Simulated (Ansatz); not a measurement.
# W2S5: the cost of one run

Computed with Ansatz 0.2.0 (DFT PBE, scalar-relativistic, plane waves, PAW, unless a step's input says otherwise).

5 further runs of the same task are left out: 1 that didn't finish, 4 set aside as unsound or not needed.

### 1 The structure to begin with

The structure is trigonal, space group R3m (No. 160). The conventional cell has a = 3.188 Å, b = 3.188 Å, c = 22.423 Å, α = 90.00°, β = 90.00°, γ = 120.00°. W (site symmetry 3m) is surrounded by 6 S at 2.42 Å. S (site symmetry 3m) is surrounded by 3 W at 2.42 Å.

Coordinates:

```cif
data_structure
_symmetry_space_group_name_H-M 'P 1'
_symmetry_Int_Tables_number 1
_cell_length_a 7.6977
_cell_length_b 7.6977
_cell_length_c 7.6977
_cell_angle_alpha 23.900
_cell_angle_beta 23.900
_cell_angle_gamma 23.900
_cell_volume 65.78
loop_
_atom_site_label
_atom_site_type_symbol
_atom_site_fract_x
_atom_site_fract_y
_atom_site_fract_z
_atom_site_occupancy
W1 W 0.00068 0.00068 0.00068 1
S1 S 0.40407 0.40407 0.40407 1
S2 S 0.26395 0.26395 0.26395 1
```

It goes back to an entry of the Materials Project, which need not be the stable form.

It is the result of an earlier relaxation at this level (volume 21.93 Å³/atom; gap on the mesh: 1.64 eV).

The perfect supercell (rows -1 -1 2; 0 0 1; -3 2 1 in vectors of this cell) comes from an earlier run at this level (15 atoms, E(σ→0) -60957.0673 eV, gap 2.23 eV on its own mesh).

### 2 Making the defect

The atom at (0.599, 0.002, 0.800) of the supercell is taken out. The other atoms start on their ideal sites. Its neighbours are 6 S at 2.42 Å.

### 3 Relaxation at the host's cell

Contents of input.yaml:

```yaml
crystal:
  lattice:
    - [0.0, -5.5213404984, 0.0]
    - [0.0, -1.8404468328, 7.4744429926]
    - [-7.9693685575, -2.7606702492, 0.0]
  atoms:
    - { symbol: W, position: [0.7993225527, 0.0020323419, 0.4] }
    - { symbol: W, position: [0.1993225527, 0.0020323419, 0.6] }
    - { symbol: W, position: [0.3993225527, 0.0020323419, 0.2] }
    - { symbol: W, position: [0.9993225527, 0.0020323419, 0.0] }
    - { symbol: S, position: [0.1959256669, 0.2122229993, 0.8], spin: 0.333 }
    - { symbol: S, position: [0.3959256669, 0.2122229993, 0.4] }
    - { symbol: S, position: [0.7959256669, 0.2122229993, 0.6], spin: 0.333 }
    - { symbol: S, position: [0.9959256669, 0.2122229993, 0.2] }
    - { symbol: S, position: [0.5959256669, 0.2122229993, 0.0], spin: 0.333 }
    - { symbol: S, position: [0.3360517804, 0.7918446588, 0.8], spin: 0.333 }
    - { symbol: S, position: [0.5360517804, 0.7918446588, 0.4] }
    - { symbol: S, position: [0.9360517804, 0.7918446588, 0.6], spin: 0.333 }
    - { symbol: S, position: [0.1360517804, 0.7918446588, 0.2] }
    - { symbol: S, position: [0.7360517804, 0.7918446588, 0.0], spin: 0.333 }
  host:
    lattice:
      - [1.5938737115, 0.9202234164, 7.4744429926]
      - [-1.5938737115, 0.9202234164, 7.4744429926]
      - [0.0, -1.8404468328, 7.4744429926]
    atoms:
      - { symbol: W, position: [0.0006774473, 0.0006774473, 0.0006774473] }
      - { symbol: S, position: [0.4040743331, 0.4040743331, 0.4040743331] }
      - { symbol: S, position: [0.2639482196, 0.2639482196, 0.2639482196] }
basis:
  ecutwfc: 420
  xc_grid: 2
kpoints:
  mp_grid: { grid: [1, 1, 1], shift: [0.0, 0.0, 0.0] }
hamiltonian:
  xc: pbe
scf:
  occupations: { method: gaussian, width: 0.01 }
output:
  forces: true
  stress: false
  eigenvalues: true
  populations: true
  charged_corrections: { defect_position: [0.59932255, 0.00203234, 0.8] }
magnetization:
  spin_polarized: true
relax:
  adjacent_minimum: "off"
  f_tol: 0.025
  max_steps: 45
```

Command:

```console
> ansatz run input.yaml --threads 4 --pin off --max-ram 8192MiB --backend cpu --events-out ev --progress --plain --runs-dir out
```

Q: Estimate wall time and peak memory on 4 threads of Arm Neoverse N1, shared host.

About 77 s, with a peak of 0.55 GiB.
